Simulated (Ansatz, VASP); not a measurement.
# Two plane-wave programs on GaN

```
Ga N
1.0
     0.00000    2.24979    2.24979
     2.24979    0.00000    2.24979
     2.24979    2.24979    0.00000
Ga N
1 1
Cartesian
  0.0000 0.0000 0.0000
  3.3747 3.3747 3.3747
```

Alike in both runs: functional PBE; k mesh 10 × 10 × 10; no spin polarisation.

Ansatz relaxed the structure, and its values are those at the end. VASP's run is a single point on that final structure, the one shown.

|  | VASP | Ansatz |
| --- | --- | --- |
| version | VASP 6.6.1 | Ansatz 0.2.0 |
| potentials or method | VASP PAW PBE potentials, release 64 (Ga_d, N) | scalar-relativistic, plane waves, PAW |
| plane-wave cutoff (eV) | 520 | 420 |
| occupations | gaussian, width 0.01 eV | fixed |
| valence electrons in the cell | 18 | 18 |

|  | VASP | Ansatz | Ansatz less VASP |
| --- | --- | --- | --- |
| gap on the k mesh at the Fermi level (eV) | 1.76 | 1.75 | -0.008 |
| least direct gap on the mesh (eV) | 1.76 | 1.75 | -0.008 |
| pressure (GPa) | 6.0 | 6.0 | -0.03 |

PBE gaps usually lie below the measured ones, often by a third to a half.
